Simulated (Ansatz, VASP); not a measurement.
Two plane-wave programs on KF

```
K F
1.0
     3.17887    0.00000    0.00000
     0.00000    3.17887    0.00000
     0.00000    0.00000    3.17887
K F
1 1
Cartesian
  0.0000 0.0000 0.0000
  1.5894 1.5894 1.5894
```

Alike in both runs: task single point; functional PBE; k mesh 3 × 3 × 3; no spin polarisation.

```csv
,VASP,Ansatz
version,VASP 6.6.1,Ansatz 0.2.0
potentials or method,"VASP PAW PBE potentials, release 64 (K_sv, F)",plane waves
plane-wave cutoff (eV),520,420
occupations,"gaussian, width 0.01 eV",fixed
valence electrons in the cell,16,16
```

Ansatz gave:

* gap on the k mesh at the Fermi level (eV): 6.85
* pressure (GPa): 3.0

Task: What did VASP give for the same quantities?

Result: gap on the k mesh at the Fermi level (eV): 6.83; pressure (GPa): 3.1.

Caveats: the k mesh is coarse (spacing up to 0.66 Å⁻¹), so the values aren't converged. As with any semilocal functional, this PBE gap is likely too small.
